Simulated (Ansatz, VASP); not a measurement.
# BN: VASP beside Ansatz

```
B N
1.0
     2.54057    0.00000    0.00000
    -1.27028    2.20019    0.00000
     0.00000    0.00000    4.20265
B N
2 2
Direct
  0.33333 0.66667 0.99976
  0.66667 0.33333 0.49976
  0.33333 0.66667 0.37424
  0.66667 0.33333 0.87424
```

Alike in both runs: functional PBEsol; k mesh 15 × 15 × 8; occupations gaussian, width 0.02 eV; no spin polarisation.

Ansatz relaxed the structure, and its values are those at the end. VASP's run is a single point on that final structure, the one shown.

|  | VASP | Ansatz |
| --- | --- | --- |
| version | VASP 6.6.1 | Ansatz 0.2.0 |
| potentials or method | VASP PAW PBE potentials, release 64 (B, N) | scalar-relativistic, plane waves, PAW |
| plane-wave cutoff (eV) | 520 | 420 |
| valence electrons in the cell | 16 | 16 |

```tsv
	VASP	Ansatz	Ansatz less VASP
gap on the k mesh at the Fermi level (eV)	4.95	4.96	+0.013
least direct gap on the mesh (eV)	8.21	8.21	0.000
pressure (GPa)	0.8	0.0	-0.81
```

Ansatz warned: «pseudo_functional_mismatch».

Caveats: the PAW data sets were made with another functional, which shifts forces and pressure a little (VASP); an odd mesh through Γ misses points on the zone boundary, where band edges often lie. As with any semilocal functional, this PBEsol gap is likely too small.
